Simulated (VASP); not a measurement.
# AlNi (P4/mmm) in VASP: notebook, part 2 of 2

VASP 6.6.1. The steps go on from the part before.

### 5 Single point, PBE (strain +0.080 along x and y, +0.000 along z, atoms carried along)

INCAR

```
SYSTEM = AlNi
  ALGO = Fast
  EDIFF = 1E-6
  ENCUT = 520
  GGA = PE
  ISIF = 2
  ISMEAR = 0
  LASPH = .True.
  LCHARG = .False.
  LREAL = .False.
  LWAVE = .False.
  NBANDS = 14
  NELM = 100
  PREC = Accurate
  SIGMA = 0.15
```

KPOINTS

```
k-points
0
Gamma
  16 16 16
  0 0 0
```

POSCAR

```
AlNi
1.0
    3.1114800000      0.0000000000      0.0000000000
    0.0000000000      3.1114800000      0.0000000000
    0.0000000000      0.0000000000      2.8810000000
Al Ni
1 1
Direct
    0.0000000000      0.0000000000      0.0000000000
    0.5000000000      0.5000000000      0.5000000000
```

Potentials or basis: VASP PAW PBE potentials, release 64 (Al, Ni).

On the command line:

```bash
> cat potpaw_PBE.64/Al/POTCAR potpaw_PBE.64/Ni/POTCAR > POTCAR
> mpirun -np 1 vasp_std > vasp.out
```

OUTCAR:

```text
SYSTEM = AlNi
   EDIFF = 1E-6
   ENCUT = 520
   GGA = PE
   ISIF = 2
   ISMEAR = 0
   LASPH = .True.
   LREAL = .False.
   NELM = 100
   PREC = Accurate

 ion  position               nearest neighbor table
   1  0.000  0.000  0.000-   2 2.63   2 2.63   2 2.63   2 2.63   2 2.63   2 2.63   2 2.63   2 2.63

   2  0.500  0.500  0.500-   1 2.63   1 2.63   1 2.63   1 2.63   1 2.63   1 2.63   1 2.63   1 2.63

  LATTYP: Found a simple tetragonal cell.
 ALAT       =     3.1114800000
 C/A-ratio  =     0.9259259259

  Lattice vectors:

 A1 = (   3.1114800000,   0.0000000000,   0.0000000000)
 A2 = (   0.0000000000,   3.1114800000,   0.0000000000)
 A3 = (   0.0000000000,   0.0000000000,   2.8810000000)

Analysis of symmetry for initial positions (statically):
=====================================================================
 Subroutine PRICEL returns:
 Original cell was already a primitive cell.

 Routine SETGRP: Setting up the symmetry group for a
 simple tetragonal supercell.

 Subroutine GETGRP returns: Found 16 space group operations
 (whereof 16 operations were pure point group operations)
 out of a pool of 16 trial point group operations.

The static configuration has the point symmetry D_4h.

Analysis of symmetry for dynamics (positions and initial velocities):
=====================================================================
 Subroutine PRICEL returns:
 Original cell was already a primitive cell.

 Routine SETGRP: Setting up the symmetry group for a
 simple tetragonal supercell.

 Subroutine GETGRP returns: Found 16 space group operations
 (whereof 16 operations were pure point group operations)
 out of a pool of 16 trial point group operations.

The dynamic configuration has the point symmetry D_4h.

 Subroutine INISYM returns: Found 16 space group operations
 (whereof 16 operations are pure point group operations),
 and found     1 'primitive' translations

----------------------------------------------------------------------------------------

                                     Primitive cell

  volume of cell :      27.8918

  direct lattice vectors                    reciprocal lattice vectors
     3.111480000  0.000000000  0.000000000     0.321390464  0.000000000  0.000000000
     0.000000000  3.111480000  0.000000000     0.000000000  0.321390464  0.000000000
     0.000000000  0.000000000  2.881000000     0.000000000  0.000000000  0.347101701

  length of vectors
     3.111480000  3.111480000  2.881000000     0.321390464  0.321390464  0.347101701

  position of ions in fractional coordinates (direct lattice)
     0.000000000  0.000000000  0.000000000
     0.500000000  0.500000000  0.500000000

  ion indices of the primitive-cell ions
   primitive index   ion index
                 1           1
                 2           2

----------------------------------------------------------------------------------------

 KPOINTS: k-points

Automatic generation of k-mesh.
 Grid dimensions read from file:
 generate k-points for:   16   16   16

 Generating k-lattice:

  Cartesian coordinates                     Fractional coordinates (reciprocal lattice)
     0.020086904  0.000000000  0.000000000     0.062500000  0.000000000  0.000000000
[... 43 lines left out ...]
   total plane-waves  NPLWV =  13824
   dimension x,y,z NGX =    24 NGY =   24 NGZ =   24
   dimension x,y,z NGXF=    48 NGYF=   48 NGZF=   48
   ions per type =               1   1
   NGX,Y,Z   is equivalent  to a cutoff of  12.82, 12.82, 13.85 a.u.
   NGXF,Y,Z  is equivalent  to a cutoff of  25.65, 25.65, 27.70 a.u.
 SYSTEM =  AlNi
   PREC   = accura    normal or accurate (medium, high low for compatibility)
   ISTART =      0    job   : 0-new  1-cont  2-samecut
   ICHARG =      2    charge: 1-file 2-atom 10-const
   ISPIN  =      1    spin polarized calculation?
   LNONCOLLINEAR =      F non collinear calculations
   LSORBIT =      F    spin-orbit coupling
   LASPH  =      T    aspherical Exc in radial PAW
   ENCUT  =  520.0 eV  38.22 Ry    6.18 a.u.   5.79  5.79  5.36*2*pi/ulx,y,z
   NELM   =    100;   NELMIN=  2; NELMDL= -5     # of ELM steps
   EDIFF  = 0.1E-05   stopping-criterion for ELM
   LREAL  =      F    real-space projection
   EDIFFG = 0.1E-04   stopping-criterion for IOM
   NSW    =      0    number of steps for IOM
   IBRION =     -1    ionic relax: 0-MD 1-quasi-New 2-CG
   NFREE  =      0    steps in history (QN), initial steepest desc. (CG)
   ISIF   =      2    stress and relaxation
   ISYM   =      2    0-nonsym 1-usesym 2-fastsym
   POTIM  = 0.5000    time-step for ionic-motion
   TEBEG  =    0.0;   TEEND  =   0.0 temperature during run
   PSTRESS=    0.0 pullay stress
   NELECT =      13.0000    total number of electrons
   NUPDOWN=      -1.0000    fix difference up-down
   EMIN   =  10.00;   EMAX   =-10.00  energy-range for DOS
   EFERMI =   0.00;   METHOD = LEGACY
   ISMEAR =     0;   SIGMA  =   0.15  broadening in eV -4-tet -1-fermi 0-gaus
   EFERMI_NEDOS =   21; number of points for ismear=-14 and -15
   IALGO  =     68    algorithm
   IMIX   =      4    mixing-type and parameters
     AMIX     =   0.40;   BMIX     =  1.00
     AMIX_MAG =   1.60;   BMIX_MAG =  1.00
  volume/ion in A,a.u.               =      13.95        94.11
  Fermi-wavevector in a.u.,A,eV,Ry     =   1.269298  2.398625 21.920576  1.611117
  Thomas-Fermi vector in A             =   2.402347
   LORBIT       =      0    0 simple, 1 ext, 2 COOP (PROOUT), +10 PAW based schemes
   GGA     = PE    functional components
   LHFCALC =     F    Hartree Fock is set to
   AEXX    =    0.0000 exact exchange contribution
   IVDW    =     0    specifies the selected vdW correction
   LEPSILON=     F    determine dielectric tensor
   LRPA    =     F    only Hartree local field effects (RPA)
 non-spin polarized calculation
 RMM-DIIS sequential band-by-band and
 Gauss-broadening in eV      SIGMA  =   0.15
  energy-cutoff  :      520.00
  volume of cell :       27.89
 maximum number of plane-waves:       768
 NGX is ok and might be reduce to    24
   NGX = 11   NGY = 11   NGZ = 11

 number of electron      13.0000016 magnetization

 Free energy of the ion-electron system (eV)
  ---------------------------------------------------
  ext. energy  EPLUGINS =         0.00000000
  ---------------------------------------------------
  free energy    TOTEN  =       -10.31167702 eV

  energy without entropy =      -10.30031446  energy(sigma->0) =      -10.30599574

 E-fermi :   8.1392     XC(G=0): -11.3295

 val. band max:        8.1284470853   @ k =   0.4375   0.4375   0.3750
 cond. band min:       8.1396574683   @ k =   0.3125   0.1250   0.1250
 fundamental gap:      0.0112103830
 Fermi energy:         8.1391552842

 k-point     1 :       0.0000    0.0000    0.0000
  band No.  band energies     occupation
      1      -1.9409      2.00000
      2       5.5439      2.00000
      3       5.5622      2.00000
      4       6.7633      2.00000
      5       6.9416      2.00000
      6       6.9416      2.00000
      7      12.2241      0.00000
      8      12.2241      0.00000
      9      14.7403      0.00000
     10      15.4628      0.00000
     11      15.6804      0.00000
     12      19.7204      0.00000
     13      26.2695      0.00000
     14      28.0795      0.00000
[... 377 lines left out ...]
      1       1.6846      2.00000
      2       2.3249      2.00000
      3       5.9073      2.00000
      4       6.1123      2.00000
      5       6.5469      2.00000
      6       6.9385      2.00000
      7       7.4179      2.00000
      8      13.8123      0.00000
      9      14.6679      0.00000
     10      18.5530      0.00000
     11      18.9021      0.00000
     12      19.3285      0.00000
     13      21.9527      0.00000
     14      23.1476      0.00000

 [... further k-points ...]

------------------------ aborting loop because EDIFF is reached ----------------------------------------

  FORCE on cell =-STRESS in cart. coord.  units (eV):
  Direction    XX          YY          ZZ          XY          YZ          ZX
  --------------------------------------------------------------------------------------
  -------------------------------------------------------------------------------------
  Total       -3.0892058     -3.0892058     -2.3355266      0.0000000      0.0000000      0.0000000
  in kB     -177.4516915   -177.4516915   -134.1584749      0.0000000      0.0000000      0.0000000
  external PRESSURE =    -163.0206193 kB  Pullay stress =       0.0000000 kB

 VOLUME and BASIS-vectors are now :
 -----------------------------------------------------------------------------
  energy-cutoff  :      520.00
  volume of cell :       27.89
      direct lattice vectors                 reciprocal lattice vectors
     3.111480000  0.000000000  0.000000000     0.321390464  0.000000000  0.000000000
     0.000000000  3.111480000  0.000000000     0.000000000  0.321390464  0.000000000
     0.000000000  0.000000000  2.881000000     0.000000000  0.000000000  0.347101701

 POSITION                                       TOTAL-FORCE (eV/Angst)
 -----------------------------------------------------------------------------------
      0.00000      0.00000      0.00000         0.000000      0.000000      0.000000
      1.55574      1.55574      1.44050         0.000000      0.000000      0.000000
 -----------------------------------------------------------------------------------
    total drift:                                0.000000      0.000000     -0.000000

  FREE ENERGIE OF THE ION-ELECTRON SYSTEM (eV)
  ---------------------------------------------------
  free  energy   TOTEN  =       -10.3116770232 eV

  energy  without entropy=      -10.3003144631  energy(sigma->0) =      -10.30599574
```

It took 76 s on 1 thread of Intel Xeon Platinum 8375C at 2.90GHz (Ice Lake), shared host; peak memory 0.27 GiB.

What came out:

```
Free energy            : -10.3117 eV
Pressure               : -16.3 GPa
Band gap on the k mesh : none (metal or under the smearing width)
```

Stress tensor (GPa, compression positive):
```
-17.75   0.00   0.00
  0.00 -17.75   0.00
  0.00   0.00 -13.42
```

Caveat: so large a pressure means that the cell lies far from this level's equilibrium, or that cutoff or potentials fall short. Spin polarisation is off, so any magnetic state and its effect on volume and gap are missing.

### 6 Summary

```tsv
cell	gap on the mesh (eV)	pressure (GPa)
strain +0.080 along x and y, -0.080 along z, atoms carried along	none	-6.6
strain -0.080 along x and y, +0.000 along z, atoms carried along	none	42.5
strain +0.000 along x and y, -0.080 along z, atoms carried along	none	19.4
strain +0.080 along x and y, +0.000 along z, atoms carried along	none	-16.3
```

Alike in all rows: task single point; level PBE; potentials or basis VASP PAW PBE potentials, release 64 (Al, Ni); no spin polarisation; k mesh 16 × 16 × 16; cutoff (eV) 520; smearing gaussian 0.15 eV.

Caveats: so large a pressure means that the cell lies far from this level's equilibrium, or that cutoff or potentials fall short (some runs).

Total energies depend on the potentials used, so only differences within one code and one set of settings carry meaning.
